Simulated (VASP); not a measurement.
The system is Au.

```xyz
1
Lattice="-1.6204 1.6204 1.6204 1.6204 -1.6204 1.6204 1.6204 1.6204 -1.6204" Properties=species:S:1:pos:R:3 pbc="T T T"
Au    0.0000    0.0000    0.0000
```

This isn't the form of Au at room conditions, which is fcc.

Base run:

```yaml
Program: VASP 6.6.1
Functional: r2SCAN
Potentials_or_basis: VASP PAW PBE potentials, release 64 (Au)
Cutoff: 520 eV
k_mesh: 18 × 18 × 18
Occupations: gaussian, width 0.1 eV
Spin: no spin polarisation
```

Its results: band gap on the k mesh none (metal or under the smearing width); pressure 5.6 GPa.

The run is repeated on the same cell with these changes: functional from r2SCAN to PBEsol; cutoff from 520 eV to 900 eV. What comes out?

Band gap on the k mesh none (metal or under the smearing width); pressure 0.2 GPa.

Caveats: the PAW data sets were made with another functional, which shifts forces and pressure a little.
